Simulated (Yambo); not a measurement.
GaSb: G0W0 quasiparticle levels with PBE

Crystal: GaSb.

```
Sb Ga
1.0
     0.00000    3.05900    3.05900
     3.05900    0.00000    3.05900
     3.05900    3.05900    0.00000
Sb Ga
1 1
Cartesian
  4.5885 4.5885 4.5885
  0.0000 0.0000 0.0000
```

* Program: Yambo 5.3.0
* Task: G0W0 quasiparticle levels
* Functional: PBE
* Potentials or basis: PseudoDojo 0.4 FR PBE standard
* Cutoff: 762 eV
* Density cutoff: 3048 eV
* k mesh: 2 × 2 × 2
* Occupations: fermi-dirac, width 0.05 eV
* Spin: non-collinear spin, zero start, spin-orbit coupling
* k mesh of the self-consistent run: 8 × 8 × 8
* Random integration of the Coulomb term: yes
* Direction of the field or of q to 0: x + y + z
* Broadening: 0.1 eV
* States corrected: Γ and the k points of the band edges
* Frequency dependence of W: plasmon pole
* Terminator of the band sum in the self-energy: Bruneval-Gonze
* Quasiparticle equation: linearised (Newton)
* Imaginary frequency of the plasmon-pole fit: 27.2114 eV
* Bands in the response: 108
* Bands in the self-energy: 108
* Cutoff of the response matrix: 8 Ry
* Cutoff of exchange and Vxc: 56 Ry
* Bands corrected (first, last): [23, 30]

* Band gap on the k mesh, mean-field level: none (metal or under the smearing width)

Quasiparticle terms (eV):
| k point | band | Kohn-Sham level | Vxc | Σx | Σc | Z | result |
| --- | --- | --- | --- | --- | --- | --- | --- |
| (0.000, 0.000, 0.000) | 23 | -0.72 | -12.25 | -15.23 | 2.29 | 0.79 | -1.26 |
| (0.000, 0.000, 0.000) | 24 | -0.72 | -12.25 | -15.23 | 2.29 | 0.79 | -1.26 |
| (0.000, 0.000, 0.000) | 25 | -0.20 | -13.60 | -13.77 | 0.03 | 0.77 | -0.30 |
| (0.000, 0.000, 0.000) | 26 | -0.20 | -13.60 | -13.77 | 0.03 | 0.77 | -0.30 |
| (0.000, 0.000, 0.000) | 27 | 0.00 | -12.02 | -12.47 | -0.28 | 0.79 | -0.57 |
| (0.000, 0.000, 0.000) | 28 | 0.00 | -12.02 | -12.47 | -0.27 | 0.79 | -0.57 |
| (0.000, 0.000, 0.000) | 29 | 0.00 | -12.02 | -12.47 | -0.27 | 0.79 | -0.57 |
| (0.000, 0.000, 0.000) | 30 | 0.00 | -12.02 | -12.47 | -0.27 | 0.79 | -0.57 |
| (0.000, -0.500, -0.500) | 23 | -7.04 | -11.45 | -15.66 | 3.97 | 0.71 | -7.20 |
| (0.000, -0.500, -0.500) | 24 | -7.04 | -11.45 | -15.66 | 3.97 | 0.70 | -7.20 |
| (0.000, -0.500, -0.500) | 25 | -2.93 | -10.78 | -13.99 | 2.45 | 0.77 | -3.53 |
| (0.000, -0.500, -0.500) | 26 | -2.93 | -10.78 | -13.99 | 2.45 | 0.77 | -3.53 |
| (0.000, -0.500, -0.500) | 27 | -2.68 | -10.63 | -13.59 | 2.20 | 0.78 | -3.27 |
| (0.000, -0.500, -0.500) | 28 | -2.68 | -10.63 | -13.59 | 2.20 | 0.78 | -3.27 |
| (0.000, -0.500, -0.500) | 29 | 0.69 | -9.66 | -5.70 | -4.30 | 0.80 | 0.42 |
| (0.000, -0.500, -0.500) | 30 | 0.69 | -9.66 | -5.70 | -4.30 | 0.80 | 0.42 |

Caveat: the k mesh is coarse (spacing up to 0.89 Å⁻¹), so the values aren't converged; the potentials hold a filled d shell without the s and p states of that shell, which can shift GW gaps by tenths of an eV, either way; the plasmon-pole model is rough for a metal; the ground state has no gap, which makes the many-body step unreliable; this version prints the column dSc/dw multiplied by 27.2; the terminator is approximate in this version, by hundredths of an eV; this crystal is a semiconductor, whose small gap the functional closes, so the metal is an error of the method.
